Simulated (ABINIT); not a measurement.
The system is HfC.

```
Hf C
1.0
     0.00000    2.32500    2.32500
     2.32500    0.00000    2.32500
     2.32500    2.32500    0.00000
Hf C
1 1
Direct
  0.50000 0.50000 0.50000
  0.00000 0.00000 0.00000
```

Base run:

```yaml
Program: ABINIT 10.8.3 (patched build)
Functional: HCTH407
Potentials_or_basis: JTH PAW PBE v2.0
Cutoff: 544 eV
k_mesh: 10 × 10 × 10
Occupations: fermi-dirac, width 0.05 eV
Spin: spin-orbit coupling, no magnetisation
```

Its results: band gap on the k mesh none (metal or under the smearing width); pressure -5.4 GPa.

**Question.** The run is repeated on the same cell with these changes: functional from HCTH407 to rPW86PBE. What comes out?

**Answer.** Band gap on the k mesh none (metal or under the smearing width); pressure 7.2 GPa.

Caveats: the PAW data sets were made with another functional, which shifts forces and pressure a little.
